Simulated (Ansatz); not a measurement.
Relaxation of a periodic cell of 19 atoms, C (surface graphene monolayer, adsorbate C), to a largest force component of 0.08 eV/Å in at most 25 steps.

These are results of DFT LDA, scalar-relativistic, plane waves, PAW (Ansatz), not measurements. Settings: accuracy low, PAW set soft_1, cutoff 420 eV, k mesh 2x2x1, fermi-dirac smearing 0.05 eV, spin collinear.

```xyz
19
Lattice="7.3980 0.0000 0.0000 -3.6990 6.4069 0.0000 0.0000 0.0000 12.0000" Properties=species:S:1:pos:R:3
C 0.000 0.000 1.000
C 1.233 0.712 1.000
C -1.233 2.136 1.000
C 0.000 2.847 1.000
C -2.466 4.271 1.000
C -1.233 4.983 1.000
C 2.466 0.000 1.000
C 3.699 0.712 1.000
C 1.233 2.136 1.000
C 2.466 2.847 1.000
C 0.000 4.271 1.000
C 1.233 4.983 1.000
C 4.932 0.000 1.000
C 6.165 0.712 1.000
C 3.699 2.136 1.000
C 4.932 2.847 1.000
C 2.466 4.271 1.000
C 3.699 4.983 1.000
C 1.598 0.870 2.490
```

Problem. Where does it end, and by what steps?

Solution. It converged. Limits of this set-up: coarse k mesh, slab without dipole correction, PAW files made for another functional, low accuracy level. After 10 steps the energy has fallen by 0.603 eV; C19 moved furthest, 0.53 Å.

```tsv
step	energy less start (eV)	largest force component (eV/Å)	accepted
0	0.0000	1.491	yes
1	-0.1398	0.831	yes
2	-0.2529	0.851	yes
3	-0.3008	0.468	yes
4	-0.3393	0.409	yes
5	-0.3822	1.219	yes
6	-0.4474	0.707	yes
7	-0.5436	0.611	yes
8	-0.4265	1.458	no
9	-0.5940	0.190	yes
10	-0.6030	0.059	yes
```

```xyz
19
Lattice="7.3980 0.0000 0.0000 -3.6990 6.4069 0.0000 0.0000 0.0000 12.0000" Properties=species:S:1:pos:R:3
C -0.049 0.009 0.986
C 1.170 0.760 1.248
C -1.251 2.164 0.944
C -0.012 2.876 0.942
C -2.474 4.295 0.991
C -1.243 4.975 1.011
C 2.502 0.007 1.250
C 3.722 0.755 0.983
C 1.215 2.197 1.011
C 2.448 2.876 0.994
C -0.016 4.296 0.943
C 1.224 5.006 0.948
C 4.920 0.028 0.917
C 6.150 0.735 0.918
C 3.694 2.161 0.978
C 4.929 2.870 0.952
C 2.443 4.301 0.957
C 3.678 5.011 0.981
C 1.839 0.395 2.537
```

Time of the run: 5.2 min on 1 thread of Arm Neoverse V2, on a shared host, peak memory 0.78 GiB.
